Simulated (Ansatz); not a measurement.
# SiC (Fm-3m): from the listed cell to zero pressure

Aim: the volume at which the pressure of SiC (Fm-3m) vanishes.

Method: DFT r²SCAN, scalar-relativistic, plane waves, PAW, unless a step's input says otherwise, in Ansatz 0.2.0.

## Step 1: The structure to begin with

Symmetry: Fm-3m, No. 225, cubic system. Conventional cell: a = 4.176 Å, b = 4.176 Å, c = 4.176 Å, α = 90.00°, β = 90.00°, γ = 90.00°. C (site symmetry m-3m) has 6 Si at 2.09 Å as nearest neighbours. Around Si (site symmetry m-3m) lie 6 C at 2.09 Å.

As a file:

```xyz
2
Lattice="0.0000 2.0881 2.0881 2.0881 0.0000 2.0881 2.0881 2.0881 0.0000" Properties=species:S:1:pos:R:3 pbc="T T T"
C     0.0000    0.0000    0.0000
Si    2.0881    2.0881    2.0881
```

## Step 2: First run, at the start cell

Input file input.yaml:

```yaml
crystal:
  lattice:
    - [0.0, 2.08810077, 2.08810077]
    - [2.08810077, 0.0, 2.08810077]
    - [2.08810077, 2.08810077, 0.0]
  atoms:
    - { symbol: C, position: [0.0, 0.0, 0.0] }
    - { symbol: Si, position: [0.5, 0.5, 0.5] }
basis:
  ecutwfc: 420
  ecutrho_ratio: 4
kpoints:
  mp_grid: { grid: [8, 8, 8] }
hamiltonian:
  xc: pbe
scf:
  occupations: { method: gaussian, width: 0.05 }
output:
  forces: true
  stress: true
  eigenvalues: true
```

Started as:

```sh
$ ansatz run input.yaml --threads 1 --pin off --max-ram 2560MiB --backend cpu --events-out ev --progress --plain --runs-dir out
```

Standard output, shortened:

```text
Warning: RAYON_NUM_THREADS=1 ignored (pool sized by the plan → 1); use --threads N
[...]
Pseudopotentials: kind: paw
Pseudopotential: C, paw, valence charge 4, recommended cutoff 420 eV (normal), C.paw.azcp
Pseudopotential: Si, paw, valence charge 4, recommended cutoff 420 eV (normal), Si.paw.azcp
Functional definition: PBE
[...]
Crystal: 2 atoms, lattice volume = 18.209 Å³
Basis set: ecut = 420 eV, 339 PW (Γ), exchange–correlation on 40×40×40 points (8 copies of the dense FFT grid, shifted against one another)
Bands: 8, of which v1, the nominal top of the filled ones, is band 4 counted from 1 (3 counted from 0)
Symmetry: 48 space group operations
Space group: Fm-3m (ITA 225), of the structure as read, at distance tolerance 2.6e-5 Å
k-points: 29 of 512
[...]
SCF iter   1: F=—  HF=-885.593033 eV  |F-HF|=—  |Δ(HF+E_count)|=         —  Δρ=2.20e-3  dr2=7.09e-4  ethr=1.77e-3  ⟨swp⟩=5.2  Hψ=1751  notcnv=0
[...]
SCF iter   6: F=-885.593185 eV  HF=-885.593185 eV  |F-HF|=2.27e-13  |Δ(HF+E_count)|=  1.48e-10  Δρ=6.28e-8  dr2=4.98e-13  ethr=1.22e-12  ⟨swp⟩=1.1  Hψ=713  notcnv=0
[...]
SCF converged after 6 iterations
Free energy (F): -885.593185 eV
[...]
E sigma→0 (E₀):  -885.592042 eV
Entropy (-TS):   -0.002286 eV (-1.143 meV/atom)
Fermi energy:    12.382957 eV
[...]
--- Forces (eV/Å), atoms counted from 1 ---
  atom   1  C     -0.00000000     0.00000000    -0.00000000
  atom   2  Si    -0.00000000    -0.00000000     0.00000000
[...]
--- Stress (GPa, compression-positive) ---
      -16.765254       0.000000       0.000000
        0.000000     -16.765254       0.000000
        0.000000      -0.000000     -16.765254
  P = ⅓ Tr σ = -16.7653 GPa (-167.653 kbar)
--- Band table (eV; the first three rows and the last of 29) ---
  k-point 0: bands = ["-4.8434", "12.5516", "12.5516", "12.5516", "18.4344", "21.4675", "21.4675", "21.4675"]
[...]
```

It took 0.55 s on 1 thread of Arm Neoverse V2, shared host; peak memory 0.31 GiB.

Read off: volume 9.104 Å³/atom, pressure -16.77 GPa, a metal on this mesh.

## Step 3: Volume adjusted, run 2

Edit input.yaml of step 2 so:

```diff
@@ -2,5 +2,5 @@
   lattice:
-    - [0.0, 2.08810077, 2.08810077]
-    - [2.08810077, 0.0, 2.08810077]
-    - [2.08810077, 2.08810077, 0.0]
+    - [0.0, 2.0160391274, 2.0160391274]
+    - [2.0160391274, 0.0, 2.0160391274]
+    - [2.0160391274, 2.0160391274, 0.0]
   atoms:
```

Started as:

```sh
$ ansatz run input.yaml --threads 1 --pin off --max-ram 2560MiB --backend cpu --events-out ev --progress --plain --runs-dir out
```

Standard output, shortened:

```text
Warning: RAYON_NUM_THREADS=1 ignored (pool sized by the plan → 1); use --threads N
[...]
[... 4 set-up lines as earlier in the session ...]
[...]
Crystal: 2 atoms, lattice volume = 16.388 Å³
Basis set: ecut = 420 eV, 331 PW (Γ), exchange–correlation on 40×40×40 points (8 copies of the dense FFT grid, shifted against one another)
Bands: 8, of which v1, the nominal top of the filled ones, is band 4 counted from 1 (3 counted from 0)
[... 1 set-up line as earlier in the session ...]
Space group: Fm-3m (ITA 225), of the structure as read, at distance tolerance 2.5e-5 Å
k-points: 29 of 512
[...]
SCF iter   1: F=—  HF=-885.679979 eV  |F-HF|=—  |Δ(HF+E_count)|=         —  Δρ=7.77e-3  dr2=1.08e-2  ethr=1.77e-3  ⟨swp⟩=5.2  Hψ=1747  notcnv=0
[...]
SCF iter   6: F=-885.677065 eV  HF=-885.677065 eV  |F-HF|=4.32e-12  |Δ(HF+E_count)|=  3.25e-10  Δρ=1.92e-7  dr2=6.14e-12  ethr=4.40e-12  ⟨swp⟩=1.1  Hψ=691  notcnv=0
[...]
SCF converged after 6 iterations
Free energy (F): -885.677065 eV
[...]
E sigma→0 (E₀):  -885.676721 eV
Entropy (-TS):   -0.000689 eV (-0.344 meV/atom)
Fermi energy:    14.363569 eV
[...]
--- Forces (eV/Å), atoms counted from 1 ---
  atom   1  C     -0.00000000     0.00000000    -0.00000000
  atom   2  Si    -0.00000000    -0.00000000     0.00000000
[...]
--- Stress (GPa, compression-positive) ---
        5.216596       0.000000      -0.000000
       -0.000000       5.216596      -0.000000
       -0.000000      -0.000000       5.216596
  P = ⅓ Tr σ = 5.2166 GPa (52.166 kbar)
--- Band table (eV; the first three rows and the last of 29) ---
  k-point 0: bands = ["-4.2777", "14.3268", "14.3268", "14.3268", "22.0139", "23.2651", "23.2651", "23.2651"]
[...]
```

Wall time 0.51 s (1 thread of Arm Neoverse V2, shared host); peak memory 0.31 GiB.

This gives: volume 8.194 Å³/atom, pressure 5.22 GPa, a metal on this mesh.

## Step 4: A new volume, run 3

Edit input.yaml of step 3 so:

```diff
@@ -2,5 +2,5 @@
   lattice:
-    - [0.0, 2.0160391274, 2.0160391274]
-    - [2.0160391274, 0.0, 2.0160391274]
-    - [2.0160391274, 2.0160391274, 0.0]
+    - [0.0, 2.030106731, 2.030106731]
+    - [2.030106731, 0.0, 2.030106731]
+    - [2.030106731, 2.030106731, 0.0]
   atoms:
```

Started as:

```sh
$ ansatz run input.yaml --threads 1 --pin off --max-ram 2560MiB --backend cpu --events-out ev --progress --plain --runs-dir out
```

Standard output, shortened:

```text
Warning: RAYON_NUM_THREADS=1 ignored (pool sized by the plan → 1); use --threads N
[...]
[... 4 set-up lines as earlier in the session ...]
[...]
Crystal: 2 atoms, lattice volume = 16.733 Å³
Basis set: ecut = 420 eV, 331 PW (Γ), exchange–correlation on 40×40×40 points (8 copies of the dense FFT grid, shifted against one another)
Bands: 8, of which v1, the nominal top of the filled ones, is band 4 counted from 1 (3 counted from 0)
[... 2 set-up lines as earlier in the session ...]
k-points: 29 of 512
[...]
SCF iter   1: F=—  HF=-885.683849 eV  |F-HF|=—  |Δ(HF+E_count)|=         —  Δρ=5.78e-3  dr2=5.97e-3  ethr=1.77e-3  ⟨swp⟩=5.4  Hψ=1759  notcnv=0
[...]
SCF iter   6: F=-885.682099 eV  HF=-885.682099 eV  |F-HF|=2.27e-13  |Δ(HF+E_count)|=  6.49e-10  Δρ=6.01e-7  dr2=3.25e-11  ethr=3.55e-11  ⟨swp⟩=1.3  Hψ=703  notcnv=0
[...]
SCF converged after 6 iterations
Free energy (F): -885.682099 eV
[...]
E sigma→0 (E₀):  -885.681797 eV
Entropy (-TS):   -0.000603 eV (-0.302 meV/atom)
Fermi energy:    14.022016 eV
[...]
--- Forces (eV/Å), atoms counted from 1 ---
  atom   1  C     -0.00000000     0.00000000    -0.00000000
  atom   2  Si    -0.00000000     0.00000000     0.00000000
[...]
--- Stress (GPa, compression-positive) ---
       -0.512101       0.000000      -0.000000
        0.000000      -0.512101       0.000000
       -0.000000       0.000000      -0.512101
  P = ⅓ Tr σ = -0.5121 GPa (-5.121 kbar)
--- Band table (eV; the first three rows and the last of 29) ---
  k-point 0: bands = ["-4.3920", "13.9705", "13.9705", "13.9705", "21.2845", "22.8982", "22.8982", "22.8982"]
[...]
```

Wall time 0.51 s (1 thread of Arm Neoverse V2, shared host); peak memory 0.31 GiB.

Result: volume 8.367 Å³/atom, pressure -0.51 GPa, a metal on this mesh.

## Step 5: Another level, run 4

Edit input.yaml of step 4 so:

```diff
@@ -9,8 +9,8 @@
 basis:
-  ecutwfc: 420
+  ecutwfc: 500
   ecutrho_ratio: 4
 kpoints:
-  mp_grid: { grid: [8, 8, 8] }
+  mp_grid: { grid: [18, 18, 18] }
 hamiltonian:
-  xc: pbe
+  xc: r2scan
 scf:
```

Started as:

```sh
$ ansatz run input.yaml --threads 1 --pin off --max-ram 2560MiB --backend cpu --events-out ev --progress --plain --runs-dir out
```

Standard output, shortened:

```text
Warning: RAYON_NUM_THREADS=1 ignored (pool sized by the plan → 1); use --threads N
[...]
[... 1 set-up line as earlier in the session ...]
Pseudopotential: C, paw, valence charge 4, recommended cutoff 500 eV (meta_gga), C.paw.azcp
Pseudopotential: Si, paw, valence charge 4, recommended cutoff 500 eV (meta_gga), Si.paw.azcp
Functional definition: r2SCAN
[...]
Crystal: 2 atoms, lattice volume = 16.733 Å³
Basis set: ecut = 500 eV, 411 PW (Γ), exchange–correlation on 96×96×96 points (64 copies of the dense FFT grid, shifted against one another)
Bands: 8, of which v1, the nominal top of the filled ones, is band 4 counted from 1 (3 counted from 0)
[... 2 set-up lines as earlier in the session ...]
k-points: 195 of 5832
[...]
SCF iter   1: F=—  HF=-889.594404 eV  |F-HF|=—  |Δ(HF+E_count)|=         —  Δρ=1.30e-2  dr2=3.31e-2  dr2_τ=2.07e-1  ethr=1.77e-3  ⟨swp⟩=5.8  Hψ=12582  notcnv=0
[...]
SCF iter   6: F=-889.677525 eV  HF=-889.677525 eV  |F-HF|=2.02e-8  |Δ(HF+E_count)|=   5.92e-8  Δρ=1.67e-5  dr2=4.95e-8  dr2_τ=1.16e-9  ethr=1.25e-9  ⟨swp⟩=5.3  Hψ=7966  notcnv=0
[...]
SCF converged after 6 iterations
Free energy (F): -889.677525 eV
[...]
E sigma→0 (E₀):  -889.677386 eV
Entropy (-TS):   -0.000277 eV (-0.139 meV/atom)
Fermi energy:    13.939858 eV
[...]
--- Forces (eV/Å), atoms counted from 1 ---
  atom   1  C     -0.00000000     0.00000000    -0.00000000
  atom   2  Si    -0.00000000     0.00000000     0.00000000
[...]
--- Stress (GPa, compression-positive) ---
       -6.010857      -0.000000      -0.000000
        0.000000      -6.010857       0.000000
        0.000000       0.000000      -6.010857
  P = ⅓ Tr σ = -6.0109 GPa (-60.109 kbar)
--- Band table (eV; the first three rows and the last of 195) ---
  k-point 0: bands = ["-5.3495", "13.9836", "13.9836", "13.9836", "21.9294", "23.3560", "23.3560", "23.3560"]
[...]
```

Wall time 4 s (1 thread of Arm Neoverse V2, shared host); peak memory 0.43 GiB.

In short: volume 8.367 Å³/atom, pressure -6.01 GPa, metallic.

## Step 6: Volume adjusted, run 5

Edit input.yaml of step 5 so:

```diff
@@ -2,5 +2,5 @@
   lattice:
-    - [0.0, 2.030106731, 2.030106731]
-    - [2.030106731, 0.0, 2.030106731]
-    - [2.030106731, 2.030106731, 0.0]
+    - [0.0, 2.0026191603, 2.0026191603]
+    - [2.0026191603, 0.0, 2.0026191603]
+    - [2.0026191603, 2.0026191603, 0.0]
   atoms:
```

Started as:

```sh
$ ansatz run input.yaml --threads 1 --pin off --max-ram 2560MiB --backend cpu --events-out ev --progress --plain --runs-dir out
```

Standard output, shortened:

```text
Warning: RAYON_NUM_THREADS=1 ignored (pool sized by the plan → 1); use --threads N
[...]
[... 4 set-up lines as earlier in the session ...]
[...]
Crystal: 2 atoms, lattice volume = 16.063 Å³
Basis set: ecut = 500 eV, 411 PW (Γ), exchange–correlation on 96×96×96 points (64 copies of the dense FFT grid, shifted against one another)
Bands: 8, of which v1, the nominal top of the filled ones, is band 4 counted from 1 (3 counted from 0)
[... 2 set-up lines as earlier in the session ...]
k-points: 195 of 5832
[...]
SCF iter   1: F=—  HF=-889.594782 eV  |F-HF|=—  |Δ(HF+E_count)|=         —  Δρ=1.62e-2  dr2=4.92e-2  dr2_τ=2.41e-1  ethr=1.77e-3  ⟨swp⟩=5.9  Hψ=12639  notcnv=0
[...]
SCF iter   6: F=-889.682289 eV  HF=-889.682289 eV  |F-HF|=1.11e-9  |Δ(HF+E_count)|=   3.08e-8  Δρ=8.76e-6  dr2=5.65e-9  dr2_τ=1.73e-10  ethr=1.25e-9  ⟨swp⟩=5.6  Hψ=8084  notcnv=0
[...]
SCF converged after 6 iterations
Free energy (F): -889.682289 eV
[...]
E sigma→0 (E₀):  -889.682176 eV
Entropy (-TS):   -0.000228 eV (-0.114 meV/atom)
Fermi energy:    14.705062 eV
[...]
--- Forces (eV/Å), atoms counted from 1 ---
  atom   1  C     -0.00000000    -0.00000000     0.00000000
  atom   2  Si    -0.00000000     0.00000000     0.00000000
[...]
--- Stress (GPa, compression-positive) ---
        4.398497      -0.000000       0.000000
        0.000000       4.398497      -0.000000
       -0.000000      -0.000000       4.398497
  P = ⅓ Tr σ = 4.3985 GPa (43.985 kbar)
--- Band table (eV; the first three rows and the last of 195) ---
  k-point 0: bands = ["-5.1310", "14.7006", "14.7006", "14.7006", "23.4248", "24.0781", "24.0781", "24.0781"]
[...]
```

Wall time 3.9 s (1 thread of Arm Neoverse V2, shared host); peak memory 0.43 GiB.

Result: volume 8.031 Å³/atom, pressure 4.40 GPa, metallic.

## Step 7: Volume adjusted, run 6

Edit input.yaml of step 6 so:

```diff
@@ -2,5 +2,5 @@
   lattice:
-    - [0.0, 2.0026191603, 2.0026191603]
-    - [2.0026191603, 0.0, 2.0026191603]
-    - [2.0026191603, 2.0026191603, 0.0]
+    - [0.0, 2.0135786168, 2.0135786168]
+    - [2.0135786168, 0.0, 2.0135786168]
+    - [2.0135786168, 2.0135786168, 0.0]
   atoms:
```

Started as:

```sh
$ ansatz run input.yaml --threads 1 --pin off --max-ram 2560MiB --backend cpu --events-out ev --progress --plain --runs-dir out
```

Standard output, shortened:

```text
Warning: RAYON_NUM_THREADS=1 ignored (pool sized by the plan → 1); use --threads N
[...]
[... 4 set-up lines as earlier in the session ...]
[...]
Crystal: 2 atoms, lattice volume = 16.328 Å³
Basis set: ecut = 500 eV, 411 PW (Γ), exchange–correlation on 96×96×96 points (64 copies of the dense FFT grid, shifted against one another)
Bands: 8, of which v1, the nominal top of the filled ones, is band 4 counted from 1 (3 counted from 0)
[... 2 set-up lines as earlier in the session ...]
k-points: 195 of 5832
[...]
SCF iter   1: F=—  HF=-889.599959 eV  |F-HF|=—  |Δ(HF+E_count)|=         —  Δρ=1.52e-2  dr2=4.45e-2  dr2_τ=2.29e-1  ethr=1.77e-3  ⟨swp⟩=5.8  Hψ=12625  notcnv=0
[...]
SCF iter   6: F=-889.685569 eV  HF=-889.685569 eV  |F-HF|=1.16e-8  |Δ(HF+E_count)|=   5.39e-9  Δρ=1.30e-5  dr2=2.47e-8  dr2_τ=3.09e-10  ethr=1.25e-9  ⟨swp⟩=2.8  Hψ=6136  notcnv=0
[...]
SCF converged after 6 iterations
Free energy (F): -889.685569 eV
[...]
E sigma→0 (E₀):  -889.685403 eV
Entropy (-TS):   -0.000332 eV (-0.166 meV/atom)
Fermi energy:    14.417818 eV
[...]
--- Forces (eV/Å), atoms counted from 1 ---
  atom   1  C     -0.00000000     0.00000000     0.00000000
  atom   2  Si    -0.00000000     0.00000000     0.00000000
[...]
--- Stress (GPa, compression-positive) ---
       -0.296327       0.000000       0.000000
       -0.000000      -0.296327      -0.000000
       -0.000000      -0.000000      -0.296327
  P = ⅓ Tr σ = -0.2963 GPa (-2.963 kbar)
--- Band table (eV; the first three rows and the last of 195) ---
  k-point 0: bands = ["-5.2180", "14.4143", "14.4143", "14.4143", "22.8232", "23.7864", "23.7864", "23.7864"]
[...]
```

Run time: 3.9 s. Hardware: 1 thread of Arm Neoverse V2, shared host; peak memory 0.43 GiB.

In short: volume 8.164 Å³/atom, pressure -0.30 GPa, metallic.

## Step 8: Next volume, run 7

Edit input.yaml of step 7 so:

```diff
@@ -2,5 +2,5 @@
   lattice:
-    - [0.0, 2.0135786168, 2.0135786168]
-    - [2.0135786168, 0.0, 2.0135786168]
-    - [2.0135786168, 2.0135786168, 0.0]
+    - [0.0, 2.012860659, 2.012860659]
+    - [2.012860659, 0.0, 2.012860659]
+    - [2.012860659, 2.012860659, 0.0]
   atoms:
```

Started as:

```sh
$ ansatz run input.yaml --threads 1 --pin off --max-ram 2560MiB --backend cpu --events-out ev --progress --plain --runs-dir out
```

Standard output, shortened:

```text
Warning: RAYON_NUM_THREADS=1 ignored (pool sized by the plan → 1); use --threads N
[...]
[... 4 set-up lines as earlier in the session ...]
[...]
Crystal: 2 atoms, lattice volume = 16.311 Å³
Basis set: ecut = 500 eV, 411 PW (Γ), exchange–correlation on 96×96×96 points (64 copies of the dense FFT grid, shifted against one another)
Bands: 8, of which v1, the nominal top of the filled ones, is band 4 counted from 1 (3 counted from 0)
[... 2 set-up lines as earlier in the session ...]
k-points: 195 of 5832
[...]
SCF iter   1: F=—  HF=-889.599854 eV  |F-HF|=—  |Δ(HF+E_count)|=         —  Δρ=1.53e-2  dr2=4.48e-2  dr2_τ=2.29e-1  ethr=1.77e-3  ⟨swp⟩=5.8  Hψ=12622  notcnv=0
[...]
SCF iter   6: F=-889.685586 eV  HF=-889.685586 eV  |F-HF|=8.21e-9  |Δ(HF+E_count)|=   1.86e-9  Δρ=1.15e-5  dr2=1.76e-8  dr2_τ=2.21e-10  ethr=1.25e-9  ⟨swp⟩=2.8  Hψ=6191  notcnv=0
[...]
SCF converged after 6 iterations
Free energy (F): -889.685586 eV
[...]
E sigma→0 (E₀):  -889.685430 eV
Entropy (-TS):   -0.000312 eV (-0.156 meV/atom)
Fermi energy:    14.438216 eV
[...]
--- Forces (eV/Å), atoms counted from 1 ---
  atom   1  C     -0.00000000     0.00000000    -0.00000000
  atom   2  Si    -0.00000000     0.00000000    -0.00000000
[...]
--- Stress (GPa, compression-positive) ---
       -0.020407       0.000000       0.000000
        0.000000      -0.020407      -0.000000
        0.000000      -0.000000      -0.020407
  P = ⅓ Tr σ = -0.0204 GPa (-0.204 kbar)
--- Band table (eV; the first three rows and the last of 195) ---
  k-point 0: bands = ["-5.2122", "14.4331", "14.4331", "14.4331", "22.8625", "23.8053", "23.8053", "23.8053"]
[...]
```

Run time: 3.9 s. Hardware: 1 thread of Arm Neoverse V2, shared host; peak memory 0.43 GiB.

Read off: volume 8.155 Å³/atom, pressure -0.02 GPa, a metal on this mesh.

## Step 9: The runs together

| run | functional | volume (Å³/atom) | pressure (GPa) | energy from the first of its functional (meV/atom) | k mesh |
| --- | --- | --- | --- | --- | --- |
| 1 | PBE | 9.104 | -16.77 | 0.0 | 8×8×8 |
| 2 | PBE | 8.194 | 5.22 | -42.3 | 8×8×8 |
| 3 | PBE | 8.367 | -0.51 | -44.9 | 8×8×8 |
| 4 | r2SCAN | 8.367 | -6.01 | 0.0 | 18×18×18 |
| 5 | r2SCAN | 8.031 | 4.40 | -2.4 | 18×18×18 |
| 6 | r2SCAN | 8.164 | -0.30 | -4.0 | 18×18×18 |
| 7 | r2SCAN | 8.155 | -0.02 | -4.0 | 18×18×18 |

The functional changes along the chain: a cheaper one finds the volume first.

## Step 10: Summary of results

```
         quantity                                                                      value
           volume                                                              8.155 Å³/atom
         pressure                                                                  -0.02 GPa
conventional cell  a = 4.026 Å, b = 4.026 Å, c = 4.026 Å, α = 90.00°, β = 90.00°, γ = 90.00°
  gap on the mesh                                                               none (metal)
```

What this shows: The volume went from 9.10 to 8.16 Å³/atom (-10.4 %), where 0.02 GPa is left.
